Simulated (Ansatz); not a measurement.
Bicrystals of relaxed bulk Pt (Fm-3m, 15.64 Å³/atom, gap on the mesh 0.00 eV): one grain is mirrored in the boundary plane and shifted (fractions of the plane's cell), where said the two species change places in it, close atoms are joined, tilt boundaries are opened by 0.15 Å, then atoms and the cell's height are relaxed. Energies are the mean of the cell's two boundaries over the bulk on a matched mesh; other shifts may lie lower.

The calculation used DFT PBE, scalar-relativistic, plane waves, PAW (Ansatz 0.2.0).

Cutoff 420 eV, Gaussian smearing of 0.10 eV, energies at zero smearing, symmetry of each start kept, no spin polarisation.

| start | atoms | k mesh | boundary energy (mJ/m²) | excess width (Å) | gap on the mesh (eV) |
| --- | --- | --- | --- | --- | --- |
| Σ9 (221), mirror between planes, shift [0, 0.5] | 36 | 12×4×2 | 721 | 0.45 | 0 |
| Σ9 (221), mirror between planes, shift [0.5, 0.5] | 36 | 12×4×2 | 641 | 0.39 | 0 |

Spin-orbit coupling is left out, which matters for the bands of heavy elements.

Small energy differences in metals hang on the k mesh (about 10 mJ/m² or 1 to 2 meV/atom on the mesh of the relaxation).

Cost: 2 runs of about 110 core-minutes in all, on AMD EPYC 9R45 (Zen 5) (shared hosts).